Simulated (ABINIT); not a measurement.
# Pb (P-1) in ABINIT: phonons with PBEsol

Aim: the phonons of Pb with PBEsol.

Program: ABINIT 10.8.3 (patched build). These are calculated values, not measurements. Logs are shortened: lines on timing, memory, paths and dates and some standing lists are left out, and cuts for length are marked. The log counts tension as positive stress, the text compression.

## 1. The cell of the first run

The typed cell holds 2 atoms: a = 3.497 Å, b = 3.566 Å, c = 6.009 Å, α = 73.84°, β = 72.74°, γ = 58.41°.

## 2. Phonons, PBEsol (cell strained at random at fixed volume)

run.abi

```
# Datasets
ndtset 2

# Pseudopotentials
pp_dirpath "./"
pseudos "Pb.GGA_PBE-JTH_sp.xml"

# Structure
acell 6.6088872217 6.7391171152 11.3555545584
rprim
    -0.0162746826    -0.6991150947    -0.7148239077
    -0.7100959256    -0.0129852970    -0.7039851976
     0.4114382713     0.4022002834    -0.8178957641
ntypat 1
znucl 82
natom 2
typat 1 1
chkprim 0
chksymtnons 0
tolsym 1.0e-6
xred
   0.4997207600   0.5037208100   0.5116626300
   0.0002792400   0.9962791900   0.9883373700

# Plane-wave basis
ecut 11.0
pawecutdg 22.0
pawxcdev 0

# k points
ngkpt 12 12 6
nshiftk 1
shiftk 0.0 0.0 0.0

# Exchange and correlation
ixc -116133

# Bands and occupations
nband 12
occopt 4
tsmear 0.1 eV

# SCF cycle
nstep 80

# Output
prteig 0
prtebands 0
prtwf 0
prtden 0
prtpot 0

# Dataset 1: ground state
kptopt1 1
tolvrs1 1.0e-11
prtwf1 1
tolwfr1 1.0e-14
nbdbuf1 4
nline1 6

# Dataset 2: response at q = 0 to atomic displacements
rfphon2 1
rfatpol2 1 2
rfdir2 1 1 1
getwfk2 1
kptopt2 2
nqpt2 1
qpt2 0.0 0.0 0.0
tolvrs2 1.0e-9
```

mrgddb.in

```
merged_DDB
Pb
2
runo_DS1_DDB
runo_DS2_DDB
```

anaddb.abi

```
ddb_filepath "merged_DDB"
output_file "anaddb.abo"
outdata_prefix "ana"
asr 1
chneut 0
dipdip 0
dieflag 0
enunit 0
eivec 1
nph1l 1
qph1l 0.0 0.0 0.0 1.0
```

Potentials or basis: JTH PAW PBE v2.0 sp.

On the command line:

```sh
$ abinit run.abi > log 2>&1
$ mrgddb < mrgddb.in > mrgddb.log 2>&1
$ anaddb anaddb.abi > anaddb.log 2>&1
```

run.abo:

```text
.Version 10.8.3 of ABINIT
 DATASET    1 : space group P-1 (#  2); Bravais aP (primitive triclinic)
================================================================================
 Values of the parameters that define the memory need for DATASET  1.
     intxc =       0    ionmov =       0      iscf =      17    lmnmax =      13
     lnmax =       5     mgfft =      36  mpssoang =       3    mqgrid =    3001
     natom =       2  nloc_mem =       2    nspden =       1   nspinor =       1
    nsppol =       1      nsym =       2    n1xccc =       1    ntypat =       1
    occopt =       4   xclevel =       2
       mpw =         722          nfft =       17280          nkpt =         436
 PAW method is used; the additional fine FFT grid is defined by:
   mgfftf=        48    nfftf =     43200
================================================================================
================================================================================

 DATASET    2 : space group P-1 (#  2); Bravais aP (primitive triclinic)
================================================================================
 Values of the parameters that define the memory need for DATASET  2 (RF).
     intxc =       0      iscf =       7    lmnmax =      13     lnmax =       5
     mgfft =      36  mpssoang =       3    mqgrid =    3001     natom =       2
  nloc_mem =       2    nspden =       1   nspinor =       1    nsppol =       1
      nsym =       2    n1xccc =       1    ntypat =       1    occopt =       4
   xclevel =       2
      nfft =       17280          nkpt =         436
================================================================================
================================================================================

--------------------------------------------------------------------------------
------------- Echo of variables that govern the present computation ------------
--------------------------------------------------------------------------------
 -outvars: echo values of preprocessed input variables --------
            acell      6.6088872217E+00  6.7391171152E+00  1.1355554558E+01 Bohr
              amu      2.07200000E+02
          chkprim           0
      chksymtnons           0
             ecut      1.10000000E+01 Hartree
           getwfk1          0
           getwfk2          1
             iscf1         17
             iscf2          7
                       outvar_i_n : Printing only first  50 k-points.
              ixc     -116133
           jdtset        1    2
                       outvar_i_n : Printing only first  50 k-points.
           kptopt1          1
           kptopt2          2
         kptrlatt       12    0    0      0   12    0      0    0    6
          kptrlen      6.81333274E+01
            natom           2
            nband          12
           nbdbuf1          4
           nbdbuf2          2
           ndtset           2
            ngfft          20      24      36
          ngfftdg          30      30      48
             nkpt         436
            nline1          6
            nline2          4
             nqpt1          0
             nqpt2          1
            nstep          80
[... 247 lines left out ...]
 Angles (23,13,12)=  7.38350753E+01  7.27362275E+01  5.84084523E+01 degrees
 setup1 : take into account q-point for computing boxcut.

 Coarse grid specifications (used for wave-functions):

 getcut: wavevector=  0.0000  0.0000  0.0000  ngfft=  20  24  36
         ecut(hartree)=     11.000   => boxcut(ratio)=   2.02851

 Fine grid specifications (used for densities):

 getcut: wavevector=  0.0000  0.0000  0.0000  ngfft=  30  30  48
         ecut(hartree)=     22.000   => boxcut(ratio)=   2.00216
--------------------------------------------------------------------------------

 ==>  initialize data related to q vector <==

 The list of irreducible perturbations for this q vector is:
    1)    idir= 1    ipert=   1
    2)    idir= 2    ipert=   1
    3)    idir= 3    ipert=   1

================================================================================
[... 146 lines left out ...]
 2DEtotal=    0.3466139917E+01 Ha. Also 2DEtotal=    0.943184720592E+02 eV
    (2DErelax=   -1.1342627175E+02 Ha. 2DEnonrelax=    1.1689241167E+02 Ha)
    (  non-var. 2DEtotal :    3.4661411023E+00 Ha)

================================================================================

 ---- first-order wavefunction calculations are completed ----

 ==> Compute Derivative Database <==

  Dynamical matrix, in cartesian coordinates,
   if specified in the inputs, asr has been imposed
     j1       j2             matrix element
  dir pert dir pert     real part    imaginary part

   1    1   1    1         0.0112042683        -0.0000000000
   1    1   2    1         0.0054998006        -0.0000000000
   1    1   3    1        -0.0072475767         0.0000000000
   1    1   1    2        -0.0112042683         0.0000000000
   1    1   2    2        -0.0054998006         0.0000000000
   1    1   3    2         0.0072475767        -0.0000000000
[... 29 lines left out ...]
   3    2   1    1         0.0072475767         0.0000000000
   3    2   2    1         0.0090174769         0.0000000000
   3    2   3    1        -0.0150912196        -0.0000000000
   3    2   1    2        -0.0072475767        -0.0000000000
   3    2   2    2        -0.0090174769        -0.0000000000
   3    2   3    2         0.0150912196         0.0000000000

  Phonon wavevector (reduced coordinates) :  0.00000  0.00000  0.00000
 Phonon energies in Hartree :
   0.000000E+00  0.000000E+00  0.000000E+00  1.536713E-04  1.836274E-04
   3.837326E-04
 Phonon frequencies in cm-1    :
   0.000000E+00  0.000000E+00  0.000000E+00  3.372695E+01  4.030156E+01
   8.421957E+01

== END DATASET(S) ==============================================================
================================================================================

 -outvars: echo values of variables after computation  --------
            acell      6.6088872217E+00  6.7391171152E+00  1.1355554558E+01 Bohr
           etotal1    -7.4321278676E+00
           etotal2     3.4661399168E+00
            fcart1    -2.8824264686E-03 -3.5574983123E-03  4.6416691619E-03
                       2.8824264686E-03  3.5574983123E-03 -4.6416691619E-03
            fcart2     0.0000000000E+00  0.0000000000E+00  0.0000000000E+00
                       0.0000000000E+00  0.0000000000E+00  0.0000000000E+00
            rprim     -1.6274682600E-02 -6.9911509470E-01 -7.1482390770E-01
                      -7.1009592560E-01 -1.2985297000E-02 -7.0398519760E-01
                       4.1143827130E-01  4.0220028340E-01 -8.1789576410E-01
           strten1    -1.6818499049E-05 -1.5086088318E-05 -1.6590613745E-05
                       1.2350191585E-05  3.7185759428E-06  1.4881544772E-05
           strten2     0.0000000000E+00  0.0000000000E+00  0.0000000000E+00
                       0.0000000000E+00  0.0000000000E+00  0.0000000000E+00
           xangst     -3.9011060777E-02 -8.5235951505E-03 -5.0286103723E+00
                      -7.9388939411E-02  2.3418565941E+00 -7.3593981191E+00
             xred      4.9972076000E-01  5.0372081000E-01  5.1166263000E-01
                       2.7924000000E-04  9.9627919000E-01  9.8833737000E-01
 Calculation completed.
```

anaddb.abo:

```text
.Version 10.8.3 of ANADDB
================================================================================

 -outvars_anaddb: echo values of input variables ----------------------

 Miscellaneous information :
       eivec         1
         asr         1
      chneut         0
[... 78 lines left out ...]
 the characters are given for each symmetry operation (see the list in the log file).
 Symmetry characters of vibration mode #   1
       degenerate with vibration modes #   2 to    3
  3.0 -3.0
 Symmetry characters of vibration mode #   4
  1.0  1.0
 Symmetry characters of vibration mode #   5
  1.0  1.0
 Symmetry characters of vibration mode #   6
  1.0  1.0

================================================================================

 anaddb : the run completed successfully.
```

It took 7.3 min on 1 thread of Arm Neoverse V2, shared host; peak memory 0.59 GiB.

What came out:

```
Free energy                   : -202.2385 eV
Pressure                      : 0.5 GPa
Largest force                 : 0.335 eV/Å
Band gap on the k mesh        : none (metal or under the smearing width)
Highest phonon frequency at Γ : 84 cm⁻¹
```

Forces in eV/Å, atoms in the order of the input:
```
Pb  -0.148 -0.183  0.239
Pb   0.148  0.183 -0.239
```

Phonon frequencies in cm⁻¹ (negative: imaginary):
| q point | frequencies |
| --- | --- |
| (0.000, 0.000, 0.000) | 0 0 0 34 40 84 |

Caveat: the atoms weren't relaxed first, which shifts response properties; the PAW data sets were made with another functional, which shifts forces and pressure a little; this set keeps more shells in the core, which shifts pressures and gaps.
